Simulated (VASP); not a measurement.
Here is a VASP 6.6.1 calculation.

The input INCAR:

```
ALGO = Normal ; EDIFF = 1E-6
ENCUT = 520 ; GGA = PE
ISIF = 2 ; ISMEAR = -1
LASPH = T ; LCHARG = T
LELF = T ; LREAL = Auto
LVHAR = T ; LWAVE = F
NBANDS = 45 ; NELM = 60
PREC = Accurate ; SIGMA = 0.05
```

File KPOINTS:

```
k-points
0
Gamma
  1 1 1
```

POSCAR

```
H15NO6
1.0
    6.0276500000      0.0000000000      0.0000000000
    0.0000000000      6.0276500000      0.0000000000
    0.0000000000      0.0000000000      6.0276500000
O H N
6 15 1
Direct
    0.7369704611      0.7803206888      1.0270835234
    0.4080528896      0.4947201646      0.6029878974
    0.7024794074      1.0718107388      0.5122062495
    0.3417252163      0.8267898767      0.8438943867
    0.5881894271      0.3047788110      0.1617711712
    0.1496769056     -0.0623626123      0.4506731479
    0.7958988992      0.9305284812      0.9616517216
    0.8586928571      0.6739442403      1.0000082951
    0.5195723043      0.6242731413      0.5719807885
    0.4485661908      0.3797168051      0.5294766617
    0.5442917223      1.0374855873      0.5217788027
    0.7066435510      1.2466881786      0.5119739865
    0.2195880650      0.7430424792      0.8064005043
    0.4497772764      0.8112614369      0.9570230521
    0.6588637363      0.4483007474      0.1636458653
    0.7014674044      0.2109777442      0.1745788160
    0.1489469362     -0.2187419641      0.4850646604
   -0.0081955654     -0.0349223993      0.4460112979
    0.2168838602      0.1601287401      0.8715336823
    0.2613124518      0.3961411164      0.9728998864
    0.2648793477      0.1839854670      1.1183794680
    0.1640274402      0.2561860758      0.9991290138
```

Potentials or basis: VASP PAW PBE potentials, release 64 (O, H, N).

Run with:

```bash
$ cat potpaw_PBE.64/O/POTCAR potpaw_PBE.64/H/POTCAR potpaw_PBE.64/N/POTCAR > POTCAR
$ mpirun -np 1 vasp_gam > vasp.out
```

(1) What does it give for the pressure?

(2) Predict the largest force.

## Answers

(1) 4.0 GPa.

(2) 9.651 eV/Å.
